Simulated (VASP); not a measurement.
Write the native input for VASP 6.6.1 that does the following.

* Task: band structure
* Functional: TB-mBJ
* Potentials or basis: VASP PAW PBE potentials, release 64 (As, Ga_d)
* Cutoff: 520 eV
* k mesh: 6 × 6 × 6
* Occupations: gaussian, width 0.02 eV
* Spin: spin-orbit coupling, no magnetisation
* Ladder: gaps
* Further INCAR settings: ALGO = Normal; EDIFF = 1e-06; NBANDS = 30

Crystal: GaAs.

```
CELL_PARAMETERS angstrom
0.00000 2.82685 2.82685
2.82685 0.00000 2.82685
2.82685 2.82685 0.00000
ATOMIC_POSITIONS crystal
As 0.75000 0.75000 0.75000
Ga 0.00000 0.00000 0.00000
```

The input as run:

POSCAR

```
GaAs
1.0
    0.0000000000      2.8268500000      2.8268500000
    2.8268500000      0.0000000000      2.8268500000
    2.8268500000      2.8268500000      0.0000000000
As Ga
1 1
Direct
    0.7500000000      0.7500000000      0.7500000000
    0.0000000000      0.0000000000      0.0000000000
```

INCAR.step1

```
SYSTEM = GaAs
PREC     = Accurate       ! precision mode
ENCUT    = 520            ! plane-wave cutoff, eV
EDIFF    = 1E-5           ! SCF threshold, eV
ISMEAR   = 0              ! smearing method
SIGMA    = 0.02           ! smearing width, eV
LREAL    = .False.        ! projectors in reciprocal space
LASPH    = .True.         ! aspherical terms in the spheres
NELM     = 80             ! most SCF steps
ALGO     = Normal         ! electronic algorithm
ISIF     = 2              ! what is computed and relaxed
LWAVE    = .True.         ! write WAVECAR
LCHARG   = .False.        ! write CHGCAR
MAGMOM   = 0 0 0 0 0 0    ! initial moments
LORBIT   = 11             ! projections on sites
LSORBIT  = .True.         ! spin-orbit coupling
GGA_COMPAT= .False.      
NBANDS   = 30             ! bands
GGA      = PE             ! functional
KPAR     = 2
```

INCAR.step2

```
SYSTEM = GaAs
PREC     = Accurate       ! precision mode
ENCUT    = 520            ! plane-wave cutoff, eV
EDIFF    = 1E-6           ! SCF threshold, eV
ISMEAR   = 0              ! smearing method
SIGMA    = 0.02           ! smearing width, eV
LREAL    = .False.        ! projectors in reciprocal space
LASPH    = .True.         ! aspherical terms in the spheres
NELM     = 80             ! most SCF steps
ALGO     = Normal         ! electronic algorithm
ISIF     = 2              ! what is computed and relaxed
LWAVE    = .False.        ! write WAVECAR
LCHARG   = .False.        ! write CHGCAR
MAGMOM   = 0 0 0 0 0 0    ! initial moments
LORBIT   = 11             ! projections on sites
LSORBIT  = .True.         ! spin-orbit coupling
GGA_COMPAT= .False.      
METAGGA  = MBJ            ! meta-GGA
NBANDS   = 30             ! bands
ISTART   = 1            
KPAR     = 2
```

KPOINTS

```
Automatic mesh
0
Gamma
  6 6 6
  0 0 0
```

KPOINTS_OPT

```
path GXWKGLUWLK,UX
15
line-mode
reciprocal
 0.0000000000  0.0000000000  0.0000000000  G
 0.5000000000  0.0000000000  0.5000000000  X

 0.5000000000  0.0000000000  0.5000000000  X
 0.5000000000  0.2500000000  0.7500000000  W

 0.5000000000  0.2500000000  0.7500000000  W
 0.3750000000  0.3750000000  0.7500000000  K

 0.3750000000  0.3750000000  0.7500000000  K
 0.0000000000  0.0000000000  0.0000000000  G

 0.0000000000  0.0000000000  0.0000000000  G
 0.5000000000  0.5000000000  0.5000000000  L

 0.5000000000  0.5000000000  0.5000000000  L
 0.6250000000  0.2500000000  0.6250000000  U

 0.6250000000  0.2500000000  0.6250000000  U
 0.5000000000  0.2500000000  0.7500000000  W

 0.5000000000  0.2500000000  0.7500000000  W
 0.5000000000  0.5000000000  0.5000000000  L

 0.5000000000  0.5000000000  0.5000000000  L
 0.3750000000  0.3750000000  0.7500000000  K

 0.6250000000  0.2500000000  0.6250000000  U
 0.5000000000  0.0000000000  0.5000000000  X
```

Potentials or basis: VASP PAW PBE potentials, release 64 (As, Ga_d).

The run is started by

```sh
$ cat potpaw_PBE.64/As/POTCAR potpaw_PBE.64/Ga_d/POTCAR > POTCAR
$ cp INCAR.step1 INCAR
$ mpirun -np 2 vasp_ncl > vasp.out
$ cp INCAR.step2 INCAR
$ mpirun -np 2 vasp_ncl > vasp.out
```

Results of the run:

```json
{"Valence electrons inside the program's atomic spheres": "As 2.96; Ga 11.43"}
```

Run time: 3.2 min on 2 MPI ranks on Intel(R) Xeon(R) 6975P-C (Granite Rapids), on a shared host, peak memory 0.35 GiB a rank.
